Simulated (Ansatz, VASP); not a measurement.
# One calculation of HfB2, two programs

```
Hf B
1.0
     3.16080    0.00000    0.00000
    -1.58040    2.73733    0.00000
     0.00000    0.00000    3.50305
Hf B
1 2
Cartesian
  0.0000 0.0000 0.0000
  1.5804 0.9124 1.7515
  0.0000 1.8249 1.7515
```

Alike in both runs: task single point; functional r2SCAN; k mesh 10 × 10 × 8; occupations fermi-dirac, width 0.05 eV; no spin polarisation.

|  | VASP | Ansatz |
| --- | --- | --- |
| version | VASP 6.6.1 | Ansatz 0.2.0 |
| potentials or method | VASP PAW PBE potentials, release 64 (Hf_pv, B) | Ansatz PAW |
| plane-wave cutoff (eV) | 520 | 500 |
| valence electrons in the cell | 16 | 32 |

VASP gave:

| Property | Result |
| --- | --- |
| gap on the k mesh at the Fermi level (eV) | none |
| pressure (GPa) | -6.1 |
| largest component of the traceless stress (GPa) | 1.23 |

What did Ansatz give for the same quantities?

gap on the k mesh at the Fermi level (eV): none; pressure (GPa): -5.5; largest component of the traceless stress (GPa): 1.18.

A gap of «none» marks a metal or a gap that the smearing closes. With one functional, cell and mesh, what is left measures potentials, basis and numerics. The two sets of potentials don't hold the same shells in valence.

Caveats: the PAW data sets were made with another functional, which shifts forces and pressure a little (VASP); the PAW data sets come from PBE, with cores solved anew for the run's functional, which leaves a small shift of forces and pressure (Ansatz). Spin-orbit coupling is left out, which matters for the levels of Hf.
